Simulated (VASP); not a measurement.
# HfS2 (P-3m1) in VASP: a series of runs

One crystal, HfS2, is run at these levels: PBEsol, PBE; tasks: equation of state.

All numbers are computed with VASP 6.6.1; they aren't measurements. Logs are shortened: lines on timing, memory, paths and dates and some standing lists are left out, and cuts for length are marked.

**1. Starting point**

It takes space group P-3m1 (No. 164, trigonal). Conventional cell: a = 3.640 Å, b = 3.640 Å, c = 6.056 Å, α = 90.00°, β = 90.00°, γ = 120.00°. Hf (site symmetry -3m) has 6 S at 2.54 Å as nearest neighbours. S (site symmetry 3m) is surrounded by 3 Hf at 2.54 Å.

The cell is a database's computed one.

**2. Equation of state, PBEsol, 21.77 Å³/atom (volume scaled by 0.94)**

The input, INCAR:

```
SYSTEM = HfS2
PREC = Accurate
ENCUT = 520
EDIFF = 1E-7
ISMEAR = -1
SIGMA = 0.05
LREAL = .FALSE.
LASPH = .TRUE.
NELM = 60
ALGO = Normal
ISIF = 2
LWAVE = .FALSE.
LCHARG = .FALSE.
GGA = PS
NBANDS = 18
```

The input, KPOINTS:

```
regular mesh
0
G
  8 8 5
  0 0 0
```

The input, POSCAR:

```
HfS2
1.0
    3.5653644711      0.0000000000      0.0000000000
   -1.7826822356      3.0876962057      0.0000000000
    0.0000000000      0.0000000000      5.9319448761
Hf S
1 2
Direct
    0.0000000000      0.0000000000      0.0000000000
    0.3333333333      0.6666666667      0.2360479500
    0.6666666667      0.3333333333      0.7639520500
```

Potentials or basis: VASP PAW PBE potentials, release 64 (Hf_pv, S).

Command:

```bash
> cat potpaw_PBE.64/Hf_pv/POTCAR potpaw_PBE.64/S/POTCAR > POTCAR
> mpirun -np 1 vasp_std > vasp.out
```

OUTCAR:

```text
SYSTEM = HfS2
   PREC = Accurate
   ENCUT = 520
   EDIFF = 1E-7
   ISMEAR = -1
   LREAL = .FALSE.
   LASPH = .TRUE.
   NELM = 60
   ISIF = 2
   GGA = PS

 Found     40 irreducible k-points:

 Following reciprocal coordinates:
            Coordinates               Weight
  0.000000  0.000000  0.000000      1.000000
  0.125000  0.000000  0.000000      6.000000
  0.250000  0.000000  0.000000      6.000000
  0.375000  0.000000  0.000000      6.000000
  0.500000  0.000000  0.000000      3.000000
  0.125000  0.125000  0.000000      6.000000
   k-points           NKPTS =     40   k-points in BZ     NKDIM =     40   number of bands    NBANDS=     18
   number of dos      NEDOS =    301   number of ions     NIONS =      3
   total plane-waves  NPLWV =  37632
   dimension x,y,z NGX =    28 NGY =   28 NGZ =   48
   dimension x,y,z NGXF=    56 NGYF=   56 NGZF=   96
   ions per type =               1   2
   NGX,Y,Z   is equivalent  to a cutoff of  13.06, 13.06, 13.45 a.u.
   NGXF,Y,Z  is equivalent  to a cutoff of  26.11, 26.11, 26.90 a.u.
 SYSTEM =  HfS2
   PREC   = accura    normal or accurate (medium, high low for compatibility)
   ISTART =      0    job   : 0-new  1-cont  2-samecut
   ICHARG =      2    charge: 1-file 2-atom 10-const
   ISPIN  =      1    spin polarized calculation?
   LNONCOLLINEAR =      F non collinear calculations
   LSORBIT =      F    spin-orbit coupling
   LASPH  =      T    aspherical Exc in radial PAW
   ENCUT  =  520.0 eV  38.22 Ry    6.18 a.u.   6.63  6.63 11.03*2*pi/ulx,y,z
   NELM   =     60;   NELMIN=  2; NELMDL= -5     # of ELM steps
   EDIFF  = 0.1E-06   stopping-criterion for ELM
   LREAL  =      F    real-space projection
   EDIFFG = 0.1E-05   stopping-criterion for IOM
   NSW    =      0    number of steps for IOM
   IBRION =     -1    ionic relax: 0-MD 1-quasi-New 2-CG
   NFREE  =      0    steps in history (QN), initial steepest desc. (CG)
   ISIF   =      2    stress and relaxation
   ISYM   =      2    0-nonsym 1-usesym 2-fastsym
   POTIM  = 0.5000    time-step for ionic-motion
   TEBEG  =    0.0;   TEEND  =   0.0 temperature during run
   PSTRESS=    0.0 pullay stress
   NELECT =      22.0000    total number of electrons
   NUPDOWN=      -1.0000    fix difference up-down
   EMIN   =  10.00;   EMAX   =-10.00  energy-range for DOS
   EFERMI =   0.00;   METHOD = LEGACY
   ISMEAR =    -1;   SIGMA  =   0.05  broadening in eV -4-tet -1-fermi 0-gaus
   EFERMI_NEDOS =   21; number of points for ismear=-14 and -15
   IALGO  =     38    algorithm
   IMIX   =      4    mixing-type and parameters
     AMIX     =   0.40;   BMIX     =  1.00
     AMIX_MAG =   1.60;   BMIX_MAG =  1.00
  volume/ion in A,a.u.               =      21.77       146.90
  Fermi-wavevector in a.u.,A,eV,Ry     =   1.139123  2.152630 17.654928  1.297601
  Thomas-Fermi vector in A             =   2.275827
   LORBIT       =      0    0 simple, 1 ext, 2 COOP (PROOUT), +10 PAW based schemes
   GGA     = PS    functional components
   LHFCALC =     F    Hartree Fock is set to
   AEXX    =    0.0000 exact exchange contribution
   IVDW    =     0    specifies the selected vdW correction
   LEPSILON=     F    determine dielectric tensor
   LRPA    =     F    only Hartree local field effects (RPA)
 non-spin polarized calculation
  energy-cutoff  :      520.00
  volume of cell :       65.30
 maximum number of plane-waves:      1792
 NGX is ok and might be reduce to    28
   NGX = 13   NGY = 13   NGZ = 23

 number of electron      22.0000000 magnetization

 Free energy of the ion-electron system (eV)
  ---------------------------------------------------
  ext. energy  EPLUGINS =         0.00000000
  ---------------------------------------------------
  free energy    TOTEN  =       -24.01896665 eV

  energy without entropy =      -24.01896487  energy(sigma->0) =      -24.01896576

 E-fermi :   3.8744     XC(G=0):  -9.8820

 val. band max:        3.3377372734   @ k =   0.1250   0.0000   0.0000
 cond. band min:       4.3990673870   @ k =   0.5000   0.0000   0.4000
 fundamental gap:      1.0613301136
 Fermi energy:         3.8743920657

 k-point     1 :       0.0000    0.0000    0.0000
  band No.  band energies     occupation
      1     -27.1292      2.00000
      2     -26.9904      2.00000
      3     -26.9904      2.00000
      4      -9.9909      2.00000
      5      -8.0873      2.00000
      6      -1.5881      2.00000
[... 10 lines left out ...]
     17       9.1635      0.00000
     18       9.1886      0.00000

 k-point     2 :       0.1250    0.0000    0.0000
  band No.  band energies     occupation
      1     -27.1218      2.00000
      2     -27.0282      2.00000
      3     -26.9988      2.00000
      4      -9.7870      2.00000
      5      -8.1260      2.00000
      6      -1.3532      2.00000
[... 10 lines left out ...]
     17       9.8655      0.00000
     18      10.5429      0.00000

 k-point     3 :       0.2500    0.0000    0.0000
  band No.  band energies     occupation
      1     -27.1192      2.00000
      2     -27.1026      2.00000
      3     -27.0188      2.00000
      4      -9.2612      2.00000
      5      -8.2104      2.00000
      6      -0.7996      2.00000
[... 10 lines left out ...]
     17      10.9837      0.00000
     18      11.6856      0.00000

 k-point     4 :       0.3750    0.0000    0.0000
  band No.  band energies     occupation
      1     -27.2062      2.00000
      2     -27.0854      2.00000
      3     -27.0387      2.00000
      4      -8.7332      2.00000
      5      -8.2039      2.00000
      6      -1.2859      2.00000
[... 10 lines left out ...]
     17      10.9477      0.00000
     18      11.1428      0.00000

 k-point     5 :       0.5000    0.0000    0.0000
  band No.  band energies     occupation
      1     -27.2420      2.00000
      2     -27.0779      2.00000
      3     -27.0469      2.00000
      4      -8.6085      2.00000
      5      -8.0619      2.00000
      6      -1.8037      2.00000
[... 10 lines left out ...]
     17      10.2012      0.00000
     18      11.9041      0.00000

 k-point     6 :       0.1250    0.1250    0.0000
  band No.  band energies     occupation
      1     -27.1092      2.00000
      2     -27.0877      2.00000
      3     -27.0171      2.00000
      4      -9.4186      2.00000
      5      -8.1898      2.00000
      6      -0.9204      2.00000
[... 10 lines left out ...]
     17      11.1842      0.00000
     18      11.7588      0.00000

 [... further k-points ...]

------------------------ aborting loop because EDIFF is reached ----------------------------------------

  FORCE on cell =-STRESS in cart. coord.  units (eV):
  Direction    XX          YY          ZZ          XY          YZ          ZX
  --------------------------------------------------------------------------------------
  -------------------------------------------------------------------------------------
  Total        1.7301544      1.7301544      2.0233053     -0.0000000      0.0000000     -0.0000000
  in kB       42.4482537     42.4482537     49.6405297     -0.0000000      0.0000000     -0.0000000
  external PRESSURE =      44.8456791 kB  Pullay stress =       0.0000000 kB

 VOLUME and BASIS-vectors are now :
 -----------------------------------------------------------------------------
  energy-cutoff  :      520.00
  volume of cell :       65.30
      direct lattice vectors                 reciprocal lattice vectors
     3.565364471  0.000000000  0.000000000     0.280476234  0.161933029  0.000000000
    -1.782682236  3.087696206  0.000000000     0.000000000  0.323866059  0.000000000
     0.000000000  0.000000000  5.931944876     0.000000000  0.000000000  0.168578775

 POSITION                                       TOTAL-FORCE (eV/Angst)
 -----------------------------------------------------------------------------------
      0.00000      0.00000      0.00000         0.000000      0.000000      0.000000
     -0.00000      2.05846      1.40022        -0.000000      0.000000      0.747261
      1.78268      1.02923      4.53172         0.000000     -0.000000     -0.747261
 -----------------------------------------------------------------------------------
    total drift:                                0.000000     -0.000000     -0.000000

  FREE ENERGIE OF THE ION-ELECTRON SYSTEM (eV)
  ---------------------------------------------------
  free  energy   TOTEN  =       -24.0189666500 eV

  energy  without entropy=      -24.0189648650  energy(sigma->0) =      -24.01896576
```

Run time: 40 s. Hardware: 1 thread of Intel Xeon Platinum 8488C (Sapphire Rapids), shared host; peak memory 0.2 GiB.

Results:

| Quantity | Value |
| --- | --- |
| Free energy | -24.0190 eV |
| Pressure | 4.5 GPa |
| Largest force | 0.747 eV/Å |
| Band gap on the k mesh | 1.06 eV, indirect (least direct gap 1.81 eV) |

Caveat: the PAW data sets were made with another functional, which shifts forces and pressure a little; spin-orbit coupling is left out, which moves the levels of the heavy elements; an odd mesh through Γ misses points on the zone boundary, where band edges often lie; this functional lacks dispersion, which binds the layers, so the pressure and a relaxed spacing across them are unreliable.

**3. Equation of state, PBEsol, 22.23 Å³/atom (volume scaled by 0.96)**

INCAR is that of step 2.

KPOINTS is that of step 2.

The input, POSCAR:

```
HfS2
1.0
    3.5904734989      0.0000000000      0.0000000000
   -1.7952367494      3.1094412616      0.0000000000
    0.0000000000      0.0000000000      5.9737205122
Hf S
1 2
Direct
    0.0000000000      0.0000000000      0.0000000000
    0.3333333333      0.6666666667      0.2360479500
    0.6666666667      0.3333333333      0.7639520500
```

Potentials or basis: VASP PAW PBE potentials, release 64 (Hf_pv, S).

Command:

```bash
> cat potpaw_PBE.64/Hf_pv/POTCAR potpaw_PBE.64/S/POTCAR > POTCAR
> mpirun -np 1 vasp_std > vasp.out
```

Run time: 46 s. Hardware: 1 thread of Intel Xeon Platinum 8488C (Sapphire Rapids), shared host; peak memory 0.21 GiB.

It converged, with:

- Free energy: -24.0478 eV
- Pressure: 2.1 GPa
- Largest force: 0.455 eV/Å
- Band gap on the k mesh: 1.09 eV, indirect (least direct gap 1.83 eV)

Caveat: the PAW data sets were made with another functional, which shifts forces and pressure a little; spin-orbit coupling is left out, which moves the levels of the heavy elements; an odd mesh through Γ misses points on the zone boundary, where band edges often lie; this functional lacks dispersion, which binds the layers, so the pressure and a relaxed spacing across them are unreliable.

**4. Equation of state, PBEsol, 22.69 Å³/atom (volume scaled by 0.98)**

INCAR is that of step 3.

KPOINTS is that of step 3.

The input, POSCAR:

```
HfS2
1.0
    3.6152361676      0.0000000000      0.0000000000
   -1.8076180838      3.1308863618      0.0000000000
    0.0000000000      0.0000000000      6.0149198866
Hf S
1 2
Direct
    0.0000000000      0.0000000000      0.0000000000
    0.3333333333      0.6666666667      0.2360479500
    0.6666666667      0.3333333333      0.7639520500
```

Command:

```bash
> cat potpaw_PBE.64/Hf_pv/POTCAR potpaw_PBE.64/S/POTCAR > POTCAR
> mpirun -np 1 vasp_std > vasp.out
```

Run time: 46 s. Hardware: 1 thread of Intel Xeon Platinum 8488C (Sapphire Rapids), shared host; peak memory 0.2 GiB.

It converged, with:

| Item | Value |
| --- | --- |
| Free energy | -24.0572 eV |
| Pressure | 0.0 GPa |
| Largest force | 0.184 eV/Å |
| Band gap on the k mesh | 1.11 eV, indirect (least direct gap 1.84 eV) |

Caveat: the PAW data sets were made with another functional, which shifts forces and pressure a little; spin-orbit coupling is left out, which moves the levels of the heavy elements; an odd mesh through Γ misses points on the zone boundary, where band edges often lie; this functional lacks dispersion, which binds the layers, so the pressure and a relaxed spacing across them are unreliable.

**5. Equation of state, PBEsol, 23.62 Å³/atom (volume scaled by 1.02)**

INCAR is that of step 4.

KPOINTS is that of step 4.

The input, POSCAR:

```
HfS2
1.0
    3.6637686188      0.0000000000      0.0000000000
   -1.8318843094      3.1729166974      0.0000000000
    0.0000000000      0.0000000000      6.0956667015
Hf S
1 2
Direct
    0.0000000000      0.0000000000      0.0000000000
    0.3333333333      0.6666666667      0.2360479500
    0.6666666667      0.3333333333      0.7639520500
```

Command:

```bash
> cat potpaw_PBE.64/Hf_pv/POTCAR potpaw_PBE.64/S/POTCAR > POTCAR
> mpirun -np 1 vasp_std > vasp.out
```

Run time: 49 s. Hardware: 1 thread of Intel Xeon Platinum 8488C (Sapphire Rapids), shared host; peak memory 0.2 GiB.

The run converged. Its results:

```yaml
Free_energy: -24.0251 eV
Pressure: -3.7 GPa
Largest_force: 0.301 eV/Å
Band_gap_on_the_k_mesh: 1.15 eV, indirect (least direct gap 1.86 eV)
```

Caveat: the PAW data sets were made with another functional, which shifts forces and pressure a little; spin-orbit coupling is left out, which moves the levels of the heavy elements; an odd mesh through Γ misses points on the zone boundary, where band edges often lie; this functional lacks dispersion, which binds the layers, so the pressure and a relaxed spacing across them are unreliable.

**6. Equation of state, PBEsol, 24.08 Å³/atom (volume scaled by 1.04)**

INCAR is that of step 5.

KPOINTS is that of step 5.

The input, POSCAR:

```
HfS2
1.0
    3.6875599907      0.0000000000      0.0000000000
   -1.8437799954      3.1935206299      0.0000000000
    0.0000000000      0.0000000000      6.1352500619
Hf S
1 2
Direct
    0.0000000000      0.0000000000      0.0000000000
    0.3333333333      0.6666666667      0.2360479500
    0.6666666667      0.3333333333      0.7639520500
```

Potentials or basis: VASP PAW PBE potentials, release 64 (Hf_pv, S).

Command:

```bash
> cat potpaw_PBE.64/Hf_pv/POTCAR potpaw_PBE.64/S/POTCAR > POTCAR
> mpirun -np 1 vasp_std > vasp.out
```

Run time: 44 s. Hardware: 1 thread of Intel Xeon Platinum 8488C (Sapphire Rapids), shared host; peak memory 0.21 GiB.

It converged, with:

```
Free energy            : -23.9868 eV
Pressure               : -5.2 GPa
Largest force          : 0.518 eV/Å
Band gap on the k mesh : 1.17 eV, indirect (least direct gap 1.86 eV)
```

Caveat: the PAW data sets were made with another functional, which shifts forces and pressure a little; spin-orbit coupling is left out, which moves the levels of the heavy elements; an odd mesh through Γ misses points on the zone boundary, where band edges often lie; this functional lacks dispersion, which binds the layers, so the pressure and a relaxed spacing across them are unreliable.

**7. Equation of state, PBEsol, 24.55 Å³/atom (volume scaled by 1.06)**

INCAR is that of step 6.

KPOINTS is that of step 6.

The input, POSCAR:

```
HfS2
1.0
    3.7110482672      0.0000000000      0.0000000000
   -1.8555241336      3.2138620741      0.0000000000
    0.0000000000      0.0000000000      6.1743291414
Hf S
1 2
Direct
    0.0000000000      0.0000000000      0.0000000000
    0.3333333333      0.6666666667      0.2360479500
    0.6666666667      0.3333333333      0.7639520500
```

Command:

```bash
> cat potpaw_PBE.64/Hf_pv/POTCAR potpaw_PBE.64/S/POTCAR > POTCAR
> mpirun -np 1 vasp_std > vasp.out
```

It took 45 s on 1 thread of Intel Xeon Platinum 8488C (Sapphire Rapids), shared host; peak memory 0.2 GiB.

Results (log left out):

| Quantity | Value |
| --- | --- |
| Free energy | -23.9357 eV |
| Pressure | -6.6 GPa |
| Largest force | 0.720 eV/Å |
| Band gap on the k mesh | 1.18 eV, indirect (least direct gap 1.86 eV) |

Caveat: the PAW data sets were made with another functional, which shifts forces and pressure a little; spin-orbit coupling is left out, which moves the levels of the heavy elements; an odd mesh through Γ misses points on the zone boundary, where band edges often lie; this functional lacks dispersion, which binds the layers, so the pressure and a relaxed spacing across them are unreliable.

**8. Equation of state, PBEsol**

No new run: the results of the series are fitted here.

Results:

* Equilibrium volume: 22.70 Å³/atom
* Bulk modulus at fixed shape and positions: 99 GPa
* Pressure derivative of the bulk modulus: 4.1

Energy against volume, from the lowest point:
| volume (Å³/atom) | energy (meV/atom) |
| --- | --- |
| 21.768 | 12.75 |
| 22.231 | 3.13 |
| 22.694 | 0.00 |
| 23.157 | 2.72 |
| 23.620 | 10.71 |
| 24.084 | 23.46 |
| 24.547 | 40.49 |

Caveat: the cell was scaled at fixed shape and fractional positions, which overstates the stiffness of a crystal with free parameters, most of all of layers and chains; the PAW data sets were made with another functional, which shifts forces and pressure a little; this functional lacks dispersion, which binds the layers, so the pressure and a relaxed spacing across them are unreliable. The run has no spin-orbit coupling, so splittings on Hf are missing.

**9. Equation of state, PBE, 21.77 Å³/atom (volume scaled by 0.94)**

The input, INCAR:

```
SYSTEM = HfS2
  PREC = Accurate
  ENCUT = 520
  EDIFF = 1E-7
  ISMEAR = -1
  SIGMA = 0.05
  LREAL = .FALSE.
  LASPH = .TRUE.
  NELM = 60
  ALGO = Normal
  ISIF = 2
  LWAVE = .FALSE.
  LCHARG = .FALSE.
  GGA = PE
  NBANDS = 18
```

KPOINTS is that of step 7.

The input, POSCAR:

```
HfS2
1.0
    3.5653644711      0.0000000000      0.0000000000
   -1.7826822356      3.0876962057      0.0000000000
    0.0000000000      0.0000000000      5.9319448761
Hf S
1 2
Direct
    0.0000000000      0.0000000000      0.0000000000
    0.3333333333      0.6666666667      0.2360479500
    0.6666666667      0.3333333333      0.7639520500
```

Potentials or basis: VASP PAW PBE potentials, release 64 (Hf_pv, S).

Command:

```bash
> cat potpaw_PBE.64/Hf_pv/POTCAR potpaw_PBE.64/S/POTCAR > POTCAR
> mpirun -np 1 vasp_std > vasp.out
```

It took 31 s on 1 thread of Intel Xeon Platinum 8559C (Emerald Rapids), shared host; peak memory 0.2 GiB.

It converged, with:

* Free energy: -22.7903 eV
* Pressure: 8.1 GPa
* Largest force: 0.978 eV/Å
* Band gap on the k mesh: 1.15 eV, indirect (least direct gap 1.90 eV)

Caveat: spin-orbit coupling is left out, which moves the levels of the heavy elements; an odd mesh through Γ misses points on the zone boundary, where band edges often lie; this functional lacks dispersion, which binds the layers, so the pressure and a relaxed spacing across them are unreliable.

**10. Equation of state, PBE, 22.23 Å³/atom (volume scaled by 0.96)**

The input, INCAR:

```
  PREC = Accurate
  ENCUT = 520
  EDIFF = 1E-7
  ISMEAR = -1
  SIGMA = 0.05
  LREAL = F
  LASPH = T
  NELM = 100
  ALGO = Normal
  ISIF = 2
  LWAVE = F
  LCHARG = F
  GGA = PE
  NBANDS = 18
```

The input, KPOINTS:

```
Automatic mesh
0
Gamma
  8 8 5
```

The input, POSCAR:

```
HfS2
1.0
    3.5904734989      0.0000000000      0.0000000000
   -1.7952367494      3.1094412616      0.0000000000
    0.0000000000      0.0000000000      5.9737205122
Hf S
1 2
Direct
    0.0000000000      0.0000000000      0.0000000000
    0.3333333333      0.6666666667      0.2360479500
    0.6666666667      0.3333333333      0.7639520500
```

Command:

```bash
> cat potpaw_PBE.64/Hf_pv/POTCAR potpaw_PBE.64/S/POTCAR > POTCAR
> mpirun -np 1 vasp_std > vasp.out
```

Wall time 34 s (1 thread of Intel Xeon Platinum 8559C (Emerald Rapids), shared host); peak memory 0.2 GiB.

It converged, with:

* Free energy: -22.8502 eV
* Pressure: 5.6 GPa
* Largest force: 0.681 eV/Å
* Band gap on the k mesh: 1.18 eV, indirect (least direct gap 1.91 eV)

Caveat: spin-orbit coupling is left out, which moves the levels of the heavy elements; an odd mesh through Γ misses points on the zone boundary, where band edges often lie; this functional lacks dispersion, which binds the layers, so the pressure and a relaxed spacing across them are unreliable.

[end of part 1 of 2]
